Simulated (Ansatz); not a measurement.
Set up this calculation in Ansatz 0.2.0, as the native input.

| Quantity | Value |
| --- | --- |
| Task | single point |
| Functional | PBE |
| Potentials or basis | Ansatz PAW |
| Cutoff | 420 eV (not typed: the program's choice for these potentials) |
| k mesh | 8 × 8 × 8 |
| Occupations | gaussian, width 0.013 eV |
| Spin | no spin polarisation |

The system is ZnSe (Stilleite).

```
Se Zn
1.0
     0.00000    2.83380    2.83380
     2.83380    0.00000    2.83380
     2.83380    2.83380    0.00000
Se Zn
1 1
Cartesian
  4.2507 4.2507 4.2507
  0.0000 0.0000 0.0000
```

These files were run (other wordings do the same):

input.yaml

```yaml
crystal:
  lattice:
    - [0.0, 2.8338, 2.8338]
    - [2.8338, 0.0, 2.8338]
    - [2.8338, 2.8338, 0.0]
  atoms:
    - { symbol: Se, position: [0.75, 0.75, 0.75] }
    - { symbol: Zn, position: [0.0, 0.0, 0.0] }
hamiltonian:
  xc: pbe
  pseudopotentials: { kind: paw }
kpoints:
  mp_grid: { grid: [8, 8, 8] }
scf:
  occupations: { method: gaussian, width: 0.013 }
output:
  forces: true
  stress: true
  eigenvalues: true
```

Potentials or basis: Ansatz PAW.

The run is started by

```console
$ ansatz run input.yaml --threads 2 --pin off --max-ram 5632MiB --backend cpu --events-out ev --progress --plain --runs-dir out
```

It gave:

```yaml
Pressure: 2.1 GPa
Band_gap_on_the_k_mesh: 1.29 eV, direct
```

Wall time 1.6 s on 2 threads of Intel(R) Xeon(R) Processor @ 2.70GHz, with other jobs on the host, peak memory 0.35 GiB.
